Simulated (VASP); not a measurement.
Input and output of a VASP r²SCAN single-point calculation on LiF (strained CsCl)

INCAR

```
LREAL = .FALSE.
NSW = 0
EDIFF = 1E-7
METAGGA = R2SCAN
ISMEAR = 0
ENCUT = 520
NELM = 120
ALGO = Normal
LWAVE = .FALSE.
PREC = Accurate
NBANDS = 12
ISIF = 2
LCHARG = .FALSE.
SIGMA = 0.01
IBRION = -1
LASPH = .TRUE.
```

KPOINTS

```
KPOINTS created by Atomic Simulation Environment
0
Gamma
10 10 10
0 0 0
```

KPOINTS_OPT

```
special points
4
Reciprocal
0.0000000000 0.0000000000 0.0000000000 1
0.0000000000 0.5000000000 0.0000000000 1
0.5000000000 0.5000000000 0.0000000000 1
0.5000000000 0.5000000000 0.5000000000 1
```

POSCAR

```
Li F
 1.0000000000000000
     2.5263234782000001    0.0000000000000000    0.0000000000000000
     0.0000000000000000    2.5263234782000001    0.0000000000000000
     0.0000000000000000    0.0000000000000000    2.5162584444000000
 Li  F
   1   1
Cartesian
  0.0000000000000000  0.0000000000000000  0.0000000000000000
  1.2631617390999998  1.2631617390999998  1.2581292221999998
```

VASP ran with the recommended PBE PAW datasets (10 valence electrons in the cell).

Command

```
mpirun -np 1 vasp_std
```

OSZICAR

```
N       E                     dE             d eps       ncg     rms          rms(c)
DAV:   1     0.283663748116E+02    0.28366E+02   -0.55638E+03  3168   0.865E+02
DAV:   2    -0.133452727774E+02   -0.41712E+02   -0.40886E+02  3772   0.195E+02
DAV:   3    -0.143899517899E+02   -0.10447E+01   -0.10432E+01  3772   0.269E+01
DAV:   4    -0.144012608399E+02   -0.11309E-01   -0.11308E-01  3424   0.307E+00
DAV:   5    -0.144014249384E+02   -0.16410E-03   -0.16410E-03  3952   0.298E-01    0.383E+00
DAV:   6    -0.113068769973E+02    0.30945E+01   -0.64081E-01  3048   0.587E+00    0.154E+00
DAV:   7    -0.112820619025E+02    0.24815E-01   -0.54272E-01  3488   0.490E+00    0.124E+00
DAV:   8    -0.114491747197E+02   -0.16711E+00   -0.13395E+00  3096   0.775E+00    0.292E+00
DAV:   9    -0.112734282693E+02    0.17575E+00   -0.89359E-01  3104   0.593E+00    0.113E-01
DAV:  10    -0.112726282834E+02    0.79999E-03   -0.89994E-03  3404   0.962E-01    0.124E-01
DAV:  11    -0.112727927371E+02   -0.16445E-03   -0.17788E-04  3636   0.104E-01    0.129E-01
DAV:  12    -0.112725690761E+02    0.22366E-03   -0.20073E-03  3396   0.280E-01    0.945E-03
DAV:  13    -0.112725594553E+02    0.96208E-05   -0.20862E-05  3504   0.443E-02    0.727E-03
DAV:  14    -0.112725615666E+02   -0.21113E-05   -0.27134E-06  3916   0.125E-02    0.104E-03
DAV:  15    -0.112725613538E+02    0.21276E-06   -0.15314E-07  2280   0.331E-03    0.835E-05
DAV:  16    -0.112725611953E+02    0.15848E-06   -0.58150E-09  1780   0.764E-04    0.199E-04
DAV:  17    -0.112725612040E+02   -0.87163E-08   -0.45938E-09  1700   0.469E-04
   1 F= -.11272561E+02 E0= -.11272561E+02  d E =-.989571E-47
       N       E                     dE             ncg
DAV:   1     0.110440957394E+04   -0.19249E+04      112
DAV:   2     0.959512172902E+03   -0.14490E+03      116
DAV:   3     0.955565816612E+03   -0.39464E+01      136
DAV:   4     0.955555087519E+03   -0.10729E-01      104
DAV:   5     0.955555043464E+03   -0.44054E-04      144
DAV:   6     0.955555043431E+03   -0.33212E-07      108
```

From OUTCAR

```
k-points           NKPTS =    126   k-points in BZ     NKDIM =    126   number of bands    NBANDS=     12

   NELECT =      10.0000    total number of electrons

   dimension x,y,z NGX =    20 NGY =   20 NGZ =   20
   dimension x,y,z NGXF=    40 NGYF=   40 NGZF=   40

  energy-cutoff  :      520.00
  volume of cell :       16.06
      direct lattice vectors                 reciprocal lattice vectors
     2.526323478  0.000000000  0.000000000     0.395832129  0.000000000  0.000000000
     0.000000000  2.526323478  0.000000000     0.000000000  0.395832129  0.000000000
     0.000000000  0.000000000  2.516258444     0.000000000  0.000000000  0.397415457

 k-points in reciprocal lattice and weights: KPOINTS created by Atomic Simulation Env
   0.00000000  0.00000000  0.00000000       0.001
   0.10000000  0.00000000  0.00000000       0.004
   0.20000000  0.00000000  0.00000000       0.004
   0.30000000  0.00000000  0.00000000       0.004
   0.40000000  0.00000000  0.00000000       0.004
   0.50000000  0.00000000  0.00000000       0.002
   0.10000000  0.10000000  0.00000000       0.004
   0.20000000  0.10000000  0.00000000       0.008
   ...

 E-fermi :  -0.0726

 k-point     1 :       0.0000    0.0000    0.0000
  band No.  band energies     occupation
      1     -44.1839      2.00000
      2     -22.3138      2.00000
      3      -0.9339      2.00000
      4      -0.9339      2.00000
      5      -0.8882      2.00000
      6       8.8468      0.00000
      7      19.9191      0.00000
      8      20.0235      0.00000
      9      23.0014      0.00000
     10      23.0014      0.00000
     11      23.1251      0.00000
     12      40.1724      0.00000

 k-point     2 :       0.1000    0.0000    0.0000
  band No.  band energies     occupation
      1     -44.1790      2.00000
      2     -22.2708      2.00000
      3      -1.2959      2.00000
      4      -0.8951      2.00000
      5      -0.8500      2.00000
      6       9.0779      0.00000
      7      18.7303      0.00000
      8      20.2379      0.00000
      9      22.9346      0.00000
     10      23.0619      0.00000
     11      24.8432      0.00000
     12      38.7664      0.00000

 k-point     3 :       0.2000    0.0000    0.0000
  band No.  band energies     occupation
      1     -44.1661      2.00000
      2     -22.1547      2.00000
      3      -2.1585      2.00000
      4      -0.7921      2.00000
      5      -0.7485      2.00000
      6       9.5694      0.00000
      7      17.2365      0.00000
      8      20.9564      0.00000
      9      22.7397      0.00000
     10      22.8779      0.00000
     11      28.2172      0.00000
     12      35.3453      0.00000

 k-point     4 :       0.3000    0.0000    0.0000
  band No.  band energies     occupation
      1     -44.1502      2.00000
      2     -22.0059      2.00000
      3      -3.1044      2.00000
      4      -0.6616      2.00000
      5      -0.6200      2.00000
      6       9.9792      0.00000
      7      16.2560      0.00000
      8      22.1542      0.00000
      9      22.4593      0.00000
     10      22.6111      0.00000
     11      31.7592      0.00000
     12      32.2413      0.00000

 k-point     5 :       0.4000    0.0000    0.0000
  band No.  band energies     occupation
      1     -44.1374      2.00000
      2     -21.8810      2.00000
      3      -3.8022      2.00000
      4      -0.5534      2.00000
      5      -0.5135      2.00000
      6      10.1661      0.00000
      7      15.7824      0.00000
      8      22.1978      0.00000
      9      22.3620      0.00000
     10      23.8256      0.00000
     11      28.6561      0.00000
     12      34.9405      0.00000

 k-point     6 :       0.5000    0.0000    0.0000
  band No.  band energies     occupation
      1     -44.1324      2.00000
      2     -21.8313      2.00000
      3      -4.0562      2.00000
      4      -0.5115      2.00000
      5      -0.4722      2.00000
      6      10.2088      0.00000
      7      15.6606      0.00000
      8      22.0947      0.00000
      9      22.2614      0.00000
     10      25.7155      0.00000
     11      26.2883      0.00000
     12      34.7638      0.00000

 k-point     7 :       0.1000    0.1000    0.0000
  band No.  band energies     occupation
      1     -44.1742      2.00000
      2     -22.2267      2.00000
      3      -1.2811      2.00000
      4      -1.2333      2.00000
      5      -0.8127      2.00000
      6       9.3260      0.00000
      7      18.4262      0.00000
      8      19.4866      0.00000
      9      23.0295      0.00000
     10      23.9720      0.00000
     11      25.6051      0.00000
     12      36.2421      0.00000

 k-point     8 :       0.2000    0.1000    0.0000
  band No.  band energies     occupation
      1     -44.1615      2.00000
      2     -22.1086      2.00000
      3      -2.1215      2.00000
      4      -1.1536      2.00000
      5      -0.7135      2.00000
      6       9.8625      0.00000
      7      17.1886      0.00000
      8      19.5808      0.00000
      9      22.9251      0.00000
     10      24.3464      0.00000
     11      28.5869      0.00000
     12      33.6106      0.00000

 k-point     9 :       0.3000    0.1000    0.0000
  band No.  band energies     occupation
      1     -44.1459      2.00000
      2     -21.9576      2.00000
      3      -3.0676      2.00000
      4      -1.0251      2.00000
      5      -0.5882      2.00000
      6      10.3324      0.00000
      7      16.2031      0.00000
      8      20.0062      0.00000
      9      22.7489      0.00000
     10      24.6068      0.00000
     11      31.2593      0.00000
     12      32.4863      0.00000

 k-point    10 :       0.4000    0.1000    0.0000
  band No.  band energies     occupation
      1     -44.1333      2.00000
      2     -21.8311      2.00000
      3      -3.7660      2.00000
      4      -0.9186      2.00000
      5      -0.4844      2.00000
      6      10.5675      0.00000
      7      15.6982      0.00000
      8      20.3584      0.00000
      9      22.5645      0.00000
     10      25.1382      0.00000
     11      29.3389      0.00000
     12      34.4098      0.00000

 k-point    11 :       0.5000    0.1000    0.0000
  band No.  band energies     occupation
      1     -44.1285      2.00000
      2     -21.7813      2.00000
      3      -4.0204      2.00000
      4      -0.8772      2.00000
      5      -0.4441      2.00000
      6      10.6265      0.00000
      7      15.5609      0.00000
      8      20.4853      0.00000
      9      22.4867      0.00000
     10      25.6018      0.00000
     11      28.3780      0.00000
     12      34.0328      0.00000

 k-point    12 :       0.2000    0.2000    0.0000
  band No.  band energies     occupation
      1     -44.1495      2.00000
      2     -21.9862      2.00000
      3      -2.0664      2.00000
      4      -1.9726      2.00000
      5      -0.6209      2.00000
      6      10.5287      0.00000
      7      16.8406      0.00000
      8      18.3414      0.00000
      9      23.0313      0.00000
     10      25.8027      0.00000
     11      30.2519      0.00000
     12      31.6983      0.00000

 k-point    13 :       0.3000    0.2000    0.0000
  band No.  band energies     occupation
      1     -44.1346      2.00000
      2     -21.8290      2.00000
      3      -2.9701      2.00000
      4      -1.8912      2.00000
      5      -0.5040      2.00000
      6      11.1812      0.00000
      7      16.0615      0.00000
      8      18.0772      0.00000
      9      23.1246      0.00000
     10      25.8475      0.00000
     11      30.8170      0.00000
     12      33.3479      0.00000

 k-point    14 :       0.4000    0.2000    0.0000
  band No.  band energies     occupation
      1     -44.1227      2.00000
      2     -21.6972      2.00000
      3      -3.6697      2.00000
      4      -1.7879      2.00000
      5      -0.4074      2.00000
      6      11.5749      0.00000
      7      15.4878      0.00000
      8      18.1787      0.00000
      9      23.1594      0.00000
     10      25.2190      0.00000
     11      31.1895      0.00000
     12      33.0321      0.00000

 k-point    15 :       0.5000    0.2000    0.0000
  band No.  band energies     occupation
      1     -44.1181      2.00000
      2     -21.6458      2.00000
      3      -3.9249      2.00000
      4      -1.7476      2.00000
      5      -0.3700      2.00000
      6      11.6912      0.00000
      7      15.3046      0.00000
      8      18.2607      0.00000
      9      23.1604      0.00000
     10      24.8803      0.00000
     11      31.8917      0.00000
     12      32.9374      0.00000

 ...

  Total       -0.2185229     -0.2185229     -0.0834699      0.0000000      0.0000000     -0.0000000
  in kB      -21.8008944    -21.8008944     -8.3273637      0.0000000      0.0000000     -0.0000000
  external PRESSURE =     -17.3097175 kB  Pullay stress =       0.0000000 kB

 POSITION                                       TOTAL-FORCE (eV/Angst)
 -----------------------------------------------------------------------------------
      0.00000      0.00000      0.00000         0.000000      0.000000      0.000000
      1.26316      1.26316      1.25813         0.000000      0.000000      0.000000
 -----------------------------------------------------------------------------------
    total drift:                               -0.000000      0.000000      0.000000

  FREE ENERGIE OF THE ION-ELECTRON SYSTEM (eV)
  ---------------------------------------------------
  free  energy   TOTEN  =       -11.2725612040 eV

  energy  without entropy=      -11.2725612040  energy(sigma->0) =      -11.27256120
```

- gap between bands v and c: 9.02 eV
- least direct gap: 9.73 eV
- pressure: -1.7 GPa

Band v is the last that the valence electrons fill when counted band by band, and c is the next.

The run took about 69 s on one core of a shared host (Intel Xeon Platinum 8488C) and held 0.15 GiB at most.
